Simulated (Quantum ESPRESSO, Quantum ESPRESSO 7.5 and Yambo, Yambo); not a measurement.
# Quasiparticle gap of SiC (F-43m) in Yambo

How does a plane-wave GW calculation on SiC (F-43m) run from the first input to the gap?

Program: Quantum ESPRESSO 7.5 and Yambo 5.3.0. Level of theory: PBE and many-body steps on it, plane waves. Results are calculated unless marked as measured.

**The experiments to reproduce.**

- Gap 2.4 eV: Tauc optical (indirect) gap of annealed polycrystalline 3C-SiC; UV-VIS spectroscopic ellipsometry, Tauc analysis; film (CVD ultrathin polycrystalline film, annealed, about 5 nm grains) (“On-Demand CMOS-Compatible Fabrication of Ultrathin Self-Aligned SiC Nanowire Arrays”, 2018, pmc:6267454).

- Gap 2.39 eV: band gap at cryogenic temperature; bulk crystal (literature value) (quoted in “Silicon carbide diodes for neutron detection”, 2020, arxiv:2009.14696).

### 1. Set-up

It takes space group F-43m (No. 216, cubic). The conventional cell has a = 4.358 Å, b = 4.358 Å, c = 4.358 Å, α = 90.00°, β = 90.00°, γ = 90.00°. Si has 4 C at 1.89 Å nearest. Nearest to C lie 4 Si at 1.89 Å. Farther neighbours are not listed.

The cell and positions come from the Crystallography Open Database and are kept as given unless a step says otherwise.

### 2. Ground state

This step: Quantum ESPRESSO 7.5; DFT, PBE, plane waves, norm-conserving pseudopotentials.

The ground-state density comes first.

Input file pw.in:

```
&control
  calculation = 'scf'
  prefix = 'x'
  outdir = 'o'
  pseudo_dir = 'pseudo'
/
&system
  ibrav = 0
  nat = 2
  ntyp = 2
  ecutwfc = 74.0
  nbnd = 9
  force_symmorphic = .true.
/
&electrons
  conv_thr = 1e-10
  electron_maxstep = 80
  mixing_beta = 0.5
/
ATOMIC_SPECIES
  Si 28.085 Si.upf
  C 12.011 C.upf
CELL_PARAMETERS angstrom
  -0.0000000000 2.1790000000 2.1790000000
  2.1790000000 -0.0000000000 2.1790000000
  2.1790000000 2.1790000000 -0.0000000000
ATOMIC_POSITIONS crystal
  Si 0.0000000000 0.0000000000 0.0000000000
  C 0.2500000000 0.2500000000 0.2500000000
K_POINTS automatic
  8 8 8 0 0 0
```

Run with:

```bash
$ OMP_NUM_THREADS=1 mpirun -n 8 pw.x -nk 8 -in pw.in > pw.out
```

What it wrote:

```text
Program PWSCF v.7.5 starts

     This program is part of the open-source Quantum ESPRESSO suite
     for quantum simulation of materials; please cite
         "P. Giannozzi et al., J. Phys.:Condens. Matter 21 395502 (2009);
         "P. Giannozzi et al., J. Phys.:Condens. Matter 29 465901 (2017);
         "P. Giannozzi et al., J. Chem. Phys. 152 154105 (2020);
     in publications or presentations arising from this work. More details at
     Message from routine setup:
     using ibrav=0 with symmetry is DISCOURAGED, use correct ibrav instead

     G-vector sticks info

     bravais-lattice index     =            0
     lattice parameter (alat)  =       5.8233  a.u.
     unit-cell volume          =     139.6363 (a.u.)^3
     number of atoms/cell      =            2
     number of atomic types    =            2
     number of electrons       =         8.00
     number of Kohn-Sham states=            9
     kinetic-energy cutoff     =      74.0000  Ry
     charge density cutoff     =     296.0000  Ry
     scf convergence threshold =      1.0E-10
     mixing beta               =       0.5000
     number of iterations used =            8  plain     mixing
     Exchange-correlation= PBE
                           (   1   4   3   4   0   0   0)

     celldm(1)=   5.823326  celldm(2)=   0.000000  celldm(3)=   0.000000
     celldm(4)=   0.000000  celldm(5)=   0.000000  celldm(6)=   0.000000

     crystal axes: (cart. coord. in units of alat)
               a(1) = (  -0.000000   0.707107   0.707107 )
               a(2) = (   0.707107  -0.000000   0.707107 )
               a(3) = (   0.707107   0.707107  -0.000000 )

     reciprocal axes: (cart. coord. in units 2 pi/alat)
               b(1) = ( -0.707107  0.707107  0.707107 )
               b(2) = (  0.707107 -0.707107  0.707107 )
               b(3) = (  0.707107  0.707107 -0.707107 )
     Pseudo is Norm-conserving + core correction, Zval =  4.0
     Generated using ONCVPSP code by D. R. Hamann
     Using radial grid of 1510 points,  6 beta functions with:
     Pseudo is Norm-conserving + core correction, Zval =  4.0
     Generated using ONCVPSP code by D. R. Hamann
     Using radial grid of 1248 points,  4 beta functions with:
     Si                4.00    28.08500     Si( 1.00)
     C                 4.00    12.01100     C ( 1.00)

     24 Sym. Ops. (no inversion) found

   Cartesian axes

     site n.     atom                  positions (alat units)
         1        Si     tau(   1) = (   0.0000000   0.0000000   0.0000000  )
         2        C      tau(   2) = (   0.3535534   0.3535534   0.3535534  )

     number of k points=    29
                       cart. coord. in units 2pi/alat
        k(    1) = (   0.0000000   0.0000000   0.0000000), wk =   0.0039062
        k(    2) = (   0.0883883   0.0883883  -0.0883883), wk =   0.0312500
        k(    3) = (   0.1767767   0.1767767  -0.1767767), wk =   0.0312500
        k(    4) = (   0.2651650   0.2651650  -0.2651650), wk =   0.0312500
        k(    5) = (  -0.3535534  -0.3535534   0.3535534), wk =   0.0156250
        k(    6) = (   0.1767767   0.0000000   0.0000000), wk =   0.0234375
        k(    7) = (   0.2651650   0.0883883  -0.0883883), wk =   0.0937500
        k(    8) = (   0.3535534   0.1767767  -0.1767767), wk =   0.0937500
        k(    9) = (  -0.2651650  -0.4419417   0.4419417), wk =   0.0937500
        k(   10) = (  -0.1767767  -0.3535534   0.3535534), wk =   0.0937500
     [... 17 further rows ...]
        k(   28) = (  -0.7071068   0.1767767  -0.0000000), wk =   0.0468750
        k(   29) = (  -0.7071068   0.3535534   0.0000000), wk =   0.0234375

     Dense  grid:    12039 G-vectors     FFT dimensions: (  32,  32,  32)

     Initial potential from superposition of free atoms

     starting charge       7.9993, renormalised to       8.0000
     Starting wfcs are    8 randomized atomic wfcs +    1 random wfcs

     per-process dynamical memory:    11.7 Mb

     Self-consistent Calculation

     iteration #  1     ecut=    74.00 Ry     beta= 0.50

     total energy              =     -20.43214715 Ry
     estimated scf accuracy    <       0.43896864 Ry

     iteration #  2     ecut=    74.00 Ry     beta= 0.50

     total energy              =     -20.53625388 Ry
     estimated scf accuracy    <       0.02291801 Ry

     iteration #  3     ecut=    74.00 Ry     beta= 0.50

     total energy              =     -20.53952146 Ry
     estimated scf accuracy    <       0.00318189 Ry

     iteration #  4     ecut=    74.00 Ry     beta= 0.50

     total energy              =     -20.53967056 Ry
     estimated scf accuracy    <       0.00027719 Ry

     iteration #  5     ecut=    74.00 Ry     beta= 0.50

     total energy              =     -20.53974169 Ry
     estimated scf accuracy    <       0.00000971 Ry

     iteration #  6     ecut=    74.00 Ry     beta= 0.50

     total energy              =     -20.53974431 Ry
     estimated scf accuracy    <       0.00000039 Ry

     iteration #  7     ecut=    74.00 Ry     beta= 0.50

     total energy              =     -20.53974433 Ry
     estimated scf accuracy    <       0.00000009 Ry

     iteration #  8     ecut=    74.00 Ry     beta= 0.50

     total energy              =     -20.53974435 Ry
     estimated scf accuracy    <          7.0E-10 Ry

     iteration #  9     ecut=    74.00 Ry     beta= 0.50

     total energy              =     -20.53974435 Ry
     estimated scf accuracy    <          2.5E-10 Ry

     iteration # 10     ecut=    74.00 Ry     beta= 0.50

     End of self-consistent calculation

          k = 0.0000 0.0000 0.0000 (  1459 PWs)   bands (ev):

    -5.9135   9.4961   9.4961   9.4961  15.7194  16.8073  16.8073  16.8073
    24.0247

          k = 0.0884 0.0884-0.0884 (  1468 PWs)   bands (ev):

    -5.6090   8.0101   9.2947   9.2947  15.9644  17.1576  17.1576  17.3274
    22.8086

          k = 0.1768 0.1768-0.1768 (  1489 PWs)   bands (ev):

    -4.7185   5.1994   8.8888   8.8888  15.4830  17.4074  17.4074  18.8439
    22.6373

          k = 0.2652 0.2652-0.2652 (  1498 PWs)   bands (ev):

     [... further k-points ...]

     highest occupied, lowest unoccupied level (ev):     9.4961   10.8574

!    total energy              =     -20.53974435 Ry
     estimated scf accuracy    <          1.1E-11 Ry

     The total energy is the sum of the following terms:
     one-electron contribution =       5.61545042 Ry
     hartree contribution      =       2.33399762 Ry
     xc contribution           =      -7.55797062 Ry
     ewald contribution        =     -20.93122177 Ry

     convergence has been achieved in  10 iterations

     XML data file, charge density, pseudopotentials, collected wavefunctions

=------------------------------------------------------------------------------=
   JOB DONE.
=------------------------------------------------------------------------------=
```

Wall time 1.8 s (8 MPI ranks of Arm Neoverse V1, shared host); peak memory 0.05 GiB.

This step gave:

| Property | Result |
| --- | --- |
| total energy | -279.4575 eV |
| gap | 1.361 eV |
| k of the valence top | 0, 0, 0 |
| k of the conduction bottom | 0, -0.5, -0.5 |
| least direct gap | 4.553 eV |

The gap is indirect, with the least direct gap 3.19 eV higher.

### 3. Bands along the symmetry lines

The cheap functional maps the bands first; the places of the edges decide which points the dearer methods must see.

Input file pw.in:

```
&control
  calculation = 'bands'
  prefix = 'x'
  outdir = 'o'
  pseudo_dir = 'pseudo'
/
&system
  ibrav = 0
  nat = 2
  ntyp = 2
  ecutwfc = 74.0
  nbnd = 10
  force_symmorphic = .true.
/
&electrons
  conv_thr = 1e-9
  electron_maxstep = 80
  diago_full_acc = .true.
  diago_thr_init = 5e-6
/
ATOMIC_SPECIES
  Si 28.085 Si.upf
  C 12.011 C.upf
CELL_PARAMETERS angstrom
  -0.0000000000 2.1790000000 2.1790000000
  2.1790000000 -0.0000000000 2.1790000000
  2.1790000000 2.1790000000 -0.0000000000
ATOMIC_POSITIONS crystal
  Si 0.0000000000 0.0000000000 0.0000000000
  C 0.2500000000 0.2500000000 0.2500000000
K_POINTS crystal
  50
  0.00000000 0.00000000 0.00000000 1
  -0.06250000 -0.06250000 0.00000000 1
  -0.12500000 -0.12500000 0.00000000 1
  -0.18750000 -0.18750000 0.00000000 1
  -0.25000000 -0.25000000 0.00000000 1
  -0.31250000 -0.31250000 0.00000000 1
  -0.37500000 -0.37500000 0.00000000 1
  -0.43750000 -0.43750000 0.00000000 1
  -0.50000000 -0.50000000 0.00000000 1
  -0.48437500 -0.48437500 0.03125000 1
  -0.46875000 -0.46875000 0.06250000 1
  -0.45312500 -0.45312500 0.09375000 1
  -0.43750000 -0.43750000 0.12500000 1
  -0.42187500 -0.42187500 0.15625000 1
  -0.40625000 -0.40625000 0.18750000 1
  -0.39062500 -0.39062500 0.21875000 1
  -0.37500000 -0.37500000 0.25000000 1
  -0.37500000 0.00000000 0.37500000 1
  -0.32812500 0.00000000 0.32812500 1
  -0.28125000 0.00000000 0.28125000 1
  -0.23437500 0.00000000 0.23437500 1
  -0.18750000 0.00000000 0.18750000 1
  -0.14062500 0.00000000 0.14062500 1
  -0.09375000 0.00000000 0.09375000 1
  -0.04687500 0.00000000 0.04687500 1
  0.00000000 0.00000000 0.00000000 1
  0.00000000 0.00000000 0.06250000 1
  0.00000000 0.00000000 0.12500000 1
  0.00000000 0.00000000 0.18750000 1
  0.00000000 0.00000000 0.25000000 1
  0.00000000 0.00000000 0.31250000 1
  0.00000000 0.00000000 0.37500000 1
  0.00000000 0.00000000 0.43750000 1
  0.00000000 0.00000000 0.50000000 1
  -0.06250000 -0.03125000 0.46875000 1
  -0.12500000 -0.06250000 0.43750000 1
  -0.18750000 -0.09375000 0.40625000 1
  -0.25000000 -0.12500000 0.37500000 1
  -0.31250000 -0.15625000 0.34375000 1
  -0.37500000 -0.18750000 0.31250000 1
  -0.43750000 -0.21875000 0.28125000 1
  -0.50000000 -0.25000000 0.25000000 1
  -0.50000000 -0.28125000 0.21875000 1
  -0.50000000 -0.31250000 0.18750000 1
  -0.50000000 -0.34375000 0.15625000 1
  -0.50000000 -0.37500000 0.12500000 1
  -0.50000000 -0.40625000 0.09375000 1
  -0.50000000 -0.43750000 0.06250000 1
  -0.50000000 -0.46875000 0.03125000 1
  -0.50000000 -0.50000000 0.00000000 1
```

What it wrote:

```text
[banner, memory and clock lines left out]
Program PWSCF v.7.5 starts

     Atomic positions and unit cell read from directory:
     o/x.save/

     Message from routine setup:
     using ibrav=0 with symmetry is DISCOURAGED, use correct ibrav instead

     G-vector sticks info

     bravais-lattice index     =            0
     lattice parameter (alat)  =       5.8233  a.u.
     unit-cell volume          =     139.6363 (a.u.)^3
     number of atoms/cell      =            2
     number of atomic types    =            2
     number of electrons       =         8.00
     number of Kohn-Sham states=           10
     kinetic-energy cutoff     =      74.0000  Ry
     charge density cutoff     =     296.0000  Ry
     Exchange-correlation= PBE
                           (   1   4   3   4   0   0   0)

     celldm(1)=   5.823326  celldm(2)=   0.000000  celldm(3)=   0.000000
     celldm(4)=   0.000000  celldm(5)=   0.000000  celldm(6)=   0.000000

     crystal axes: (cart. coord. in units of alat)
               a(1) = (  -0.000000   0.707107   0.707107 )
               a(2) = (   0.707107  -0.000000   0.707107 )
               a(3) = (   0.707107   0.707107  -0.000000 )

     reciprocal axes: (cart. coord. in units 2 pi/alat)
               b(1) = ( -0.707107  0.707107  0.707107 )
               b(2) = (  0.707107 -0.707107  0.707107 )
               b(3) = (  0.707107  0.707107 -0.707107 )
     Pseudo is Norm-conserving + core correction, Zval =  4.0
     Generated using ONCVPSP code by D. R. Hamann
     Using radial grid of 1510 points,  6 beta functions with:
     Pseudo is Norm-conserving + core correction, Zval =  4.0
     Generated using ONCVPSP code by D. R. Hamann
     Using radial grid of 1248 points,  4 beta functions with:
     Si                4.00    28.08500     Si( 1.00)
     C                 4.00    12.01100     C ( 1.00)

     24 Sym. Ops. (no inversion) found

   Cartesian axes

     site n.     atom                  positions (alat units)
         1        Si     tau(   1) = (   0.0000000   0.0000000   0.0000000  )
         2        C      tau(   2) = (   0.3535534   0.3535534   0.3535534  )

     number of k points=    50
                       cart. coord. in units 2pi/alat
        k(    1) = (   0.0000000   0.0000000   0.0000000), wk =   0.0400000
        k(    2) = (   0.0000000   0.0000000  -0.0883883), wk =   0.0400000
        k(    3) = (   0.0000000   0.0000000  -0.1767767), wk =   0.0400000
[...]
[... 38 further rows ...]
        k(   49) = (   0.0441942  -0.0000000  -0.7071068), wk =   0.0400000
        k(   50) = (   0.0000000   0.0000000  -0.7071068), wk =   0.0400000

     Dense  grid:    12039 G-vectors     FFT dimensions: (  32,  32,  32)

     The potential is recalculated from file :
     o/x.save/charge-density

     Starting wfcs are    8 randomized atomic wfcs +    2 random wfcs

     Band Structure Calculation

     End of band structure calculation

          k = 0.0000 0.0000 0.0000 (  1459 PWs)   bands (ev):

    -5.9135   9.4961   9.4961   9.4961  15.7194  16.8074  16.8074  16.8074
    24.0247  24.0247

          k = 0.0000 0.0000-0.0884 (  1463 PWs)   bands (ev):

    -5.8116   9.1779   9.2976   9.2976  15.9821  16.5572  17.0972  17.0972
    22.7759  24.1392

          k = 0.0000 0.0000-0.1768 (  1483 PWs)   bands (ev):

    -5.5074   8.3793   8.7981   8.7981  15.6821  16.7096  17.8632  17.8632
    21.0093  24.4815

          k =-0.0000 0.0000-0.2652 (  1483 PWs)   bands (ev):

[...]
k = 0.0000 0.0000-0.3536 (  1491 PWs)   bands (ev):

[...]
k = 0.0000-0.0000-0.4419 (  1495 PWs)   bands (ev):

[...]
k =-0.0000 0.0000-0.5303 (  1512 PWs)   bands (ev):

[...]
k = 0.0000-0.0000-0.6187 (  1508 PWs)   bands (ev):

[...]
k = 0.5303-0.0000-0.5303 (  1514 PWs)   bands (ev):

[...]
k = 0.0000 0.0000 0.0000 (  1459 PWs)   bands (ev):

[...]
k = 0.1326 0.0000-0.7071 (  1510 PWs)   bands (ev):

[...]
k = 0.0884-0.0000-0.7071 (  1518 PWs)   bands (ev):

[...]
k = 0.0442-0.0000-0.7071 (  1516 PWs)   bands (ev):

    -0.8889   1.7141   6.2251   6.2343  10.9909  13.9495  23.3378  23.5034
    24.1814  29.2234

          k = 0.0000 0.0000-0.7071 (  1524 PWs)   bands (ev):

    -0.8969   1.6936   6.3045   6.3045  10.8574  13.8294  23.4966  23.4966
    24.2654  29.5334

     XML data file, pseudopotentials, collected wavefunctions
```

Elapsed: 1.8 s, on 8 MPI ranks; peak memory 0.05 GiB; 11 s of CPU time.

Numbers from this step:

```yaml
gap: 1.361 eV
k_of_the_valence_top: 0, 0, 0
k_of_the_conduction_bottom: -0.5, -0.5, 0
least_direct_gap: 4.553 eV
```

The gap is 1.361 eV, as in the run before at this level.

The electronic bands at the labelled points (eV, zero at the top of the highest filled band; v1 is the highest filled band, c1 the lowest empty one):

| point | v4 | v3 | v2 | v1 | c1 | c2 | c3 | c4 |
| --- | --- | --- | --- | --- | --- | --- | --- | --- |
| Γ | -15.41 | 0.00 | 0.00 | 0.00 | 6.22 | 7.31 | 7.31 | 7.31 |
| halfway | -13.81 | -3.35 | -1.94 | -1.94 | 4.06 | 6.35 | 10.58 | 10.58 |
| X | -10.39 | -7.80 | -3.19 | -3.19 | 1.36 | 4.33 | 14.00 | 14.00 |
| halfway | -10.34 | -7.64 | -4.23 | -3.04 | 2.10 | 5.31 | 13.33 | 13.54 |
| U | -10.39 | -7.28 | -5.55 | -2.60 | 3.11 | 7.78 | 11.84 | 12.45 |
| jump to K | -10.39 | -7.28 | -5.55 | -2.60 | 3.11 | 7.78 | 11.84 | 12.45 |
| halfway | -13.64 | -4.48 | -2.93 | -0.54 | 6.77 | 7.84 | 8.25 | 9.05 |
| Γ | -15.41 | 0.00 | 0.00 | 0.00 | 6.22 | 7.31 | 7.31 | 7.31 |
| halfway | -14.21 | -4.30 | -0.61 | -0.61 | 5.99 | 7.91 | 7.91 | 9.35 |
| L | -11.84 | -8.54 | -1.05 | -1.05 | 5.43 | 7.23 | 7.23 | 10.05 |
| halfway | -11.20 | -7.83 | -3.71 | -2.26 | 5.25 | 7.28 | 10.15 | 11.00 |
| W | -10.16 | -7.03 | -4.99 | -4.69 | 5.21 | 9.44 | 9.45 | 9.79 |
| halfway | -10.28 | -7.49 | -4.07 | -4.05 | 3.06 | 6.02 | 11.94 | 13.32 |
| X | -10.39 | -7.80 | -3.19 | -3.19 | 1.36 | 4.33 | 14.00 | 14.00 |

The electronic bands as a text plot (rows in eV, shown from -8.0 to 7.4 only):

```
    7.0 |+++++           +      ++++++++        +++++++
    6.4 |++++ ++                     +++++++
    5.8 |       ++      +     ++            +++++ ++++       +
    5.1 |    +    +    +    ++                   +    ++++++  +
    4.5 |          ++++                                     +  ++
    3.8 |     ++           +
    3.2 |       ++        +                                  +
    2.6 |               ++                                    +
    1.9 |         +   ++                                       +
    1.3 |          +++                                          +
    0.6 |
    0.0 |**                      **********
   -0.6 |  **                   *  ***  *  *****
   -1.3 |  ***              ****         **     *****
   -1.9 |    ***           *     ****               **
   -2.6 |       ***      **                *         **
   -3.2 |     **   ******       ***                    *       **
   -3.8 |                     **                      * *    **
   -4.5 |       **     **       *           *          * ****
   -5.1 |                *  **                          ****
   -5.8 |         *       **  **             **
   -6.4 |                   **
   -7.0 |          **     **                   *        *****
   -7.7 |            *****                            **     ****
         Γ           X  U|K            Γ         L        W     X
```

[end of part 1 of 3]

[Paths, hosts, dates, memory and timing lines, banners, echoed tables and standing remarks are left out of the program output.]

[Logs are printed without paths, hosts, clocks, repeated set-up lines and the standing remarks that a program may print on its own settings, such as how far it seeks lower states.]

[Runs of the session that timed out or met a known fault of the program may be left out.]

[Hosts, paths, dates, database ids (printed as entryN), source tags and the programs' standing remarks are cut or masked in the printed files.]
